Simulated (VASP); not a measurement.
Input of a VASP 6.6.1 run:

The input INCAR:

```
PREC = Accurate
ENCUT = 600
EDIFF = 1E-7
ISMEAR = 0
SIGMA = 0.1
LREAL = False
LASPH = True
NELM = 60
ALGO = Fast
ISIF = 3
LWAVE = False
LCHARG = False
IBRION = 2
NSW = 90
EDIFFG = -0.005
```

File KPOINTS:

```
regular mesh
0
Gamma
  14 14 14
```

POSCAR

```
Si
1.0
    0.0000000000      2.7185000000      2.7185000000
    2.7185000000      0.0000000000      2.7185000000
    2.7185000000      2.7185000000      0.0000000000
Si
2
Direct
    0.5000000000      0.5000000000      0.5000000000
    0.7500000000      0.7500000000      0.7500000000
```

Potentials or basis: VASP PAW LDA potentials, release 64 (Si).

Run with:

```sh
$ cat potpaw_LDA.64/Si/POTCAR > POTCAR
$ mpirun -np 1 vasp_std > vasp.out
```

(1) Predict the relaxed volume.

(2) Predict the relaxed cell.

(3) Predict the band gap on the k mesh.

## Answers

(1) 19.72 Å³/atom.

(2) a = 3.821 Å, b = 3.821 Å, c = 3.821 Å, α = 60.00°, β = 60.00°, γ = 60.00°.

(3) 0.44 eV, indirect (least direct gap 2.53 eV).
